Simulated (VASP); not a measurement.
A run of VASP 6.6.1 is set up as follows.

The input INCAR:

```
SYSTEM = Si
PREC = Accurate
ENCUT = 600
EDIFF = 1E-6
ISMEAR = 0
SIGMA = 0.02
LREAL = .FALSE.
LASPH = .TRUE.
NELM = 100
ALGO = Normal
ISIF = 3
LWAVE = .FALSE.
LCHARG = .FALSE.
GGA = CA
IBRION = 2
NSW = 100
EDIFFG = -0.002
```

The input KPOINTS:

```
regular mesh
0
G
  12 12 6
  0 0 0
```

The input POSCAR:

```
Si
1.0
    3.8313174600      0.0000000000      0.0000000000
   -1.9156587300      3.3180182500      0.0000000000
    0.0000000000      0.0000000000      6.3326220000
Si
4
Direct
    0.3333333300      0.6666666700      0.0630095000
    0.6666666700      0.3333333300      0.5630095000
    0.3333333300      0.6666666700      0.4369905000
    0.6666666700      0.3333333300      0.9369905000
```

Potentials or basis: VASP PAW LDA potentials, release 64 (Si).

The run is started by

```console
$ cat potpaw_LDA.64/Si/POTCAR > POTCAR
$ mpirun -np 1 vasp_std > vasp.out
```

Q: Predict the relaxed cell.

A: a = 3.803 Å, b = 3.803 Å, c = 6.290 Å, α = 90.00°, β = 90.00°, γ = 120.00°.

Q: Estimate the band gap on the k mesh.

A: 0.27 eV, indirect (least direct gap 0.99 eV).

Q: Estimate the relaxed volume.

A: 19.70 Å³/atom.

Final structure:
```
Si
1.0
     3.80280    0.00000    0.00000
    -1.90140    3.29332    0.00000
     0.00000    0.00000    6.29048
Si
4
Direct
  0.33333 0.66667 0.06304
  0.66667 0.33333 0.56304
  0.33333 0.66667 0.43696
  0.66667 0.33333 0.93696
```

A k mesh can miss the band edges.
